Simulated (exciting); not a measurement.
CsI:

```
Cs I
1.0
     4.56670    0.00000    0.00000
     0.00000    4.56670    0.00000
     0.00000    0.00000    4.56670
Cs I
1 1
Cartesian
  0.0000 0.0000 0.0000
  2.2833 2.2833 2.2833
```

Base run:

```yaml
Program: exciting (release sodium)
Functional: LDA
Potentials_or_basis: all-electron LAPW+lo, shipped species files, valence relativity iora*
rgkmax: 9
k_mesh: 6 × 6 × 6
Occupations: fermi-dirac, width 0.05 eV
Spin: no spin polarisation
```

Its results: band gap on the k mesh 3.53 eV, indirect (least direct gap 3.62 eV).

Task: After a change of settings the same cell gave: band gap on the k mesh 3.72 eV, indirect (least direct gap 3.81 eV). Which change was it?
A. functional from LDA to PBE
B. functional from LDA to PBE; occupations from fermi-dirac, width 0.05 eV to gaussian, width 0.011 eV
C. functional from LDA to PBEsol

Result: C.

Caveats: spin-orbit coupling is left out, which moves the levels of the heavy elements; the tetrahedron DOS on this energy grid can lose part of the weight of narrow d or f bands (some runs).
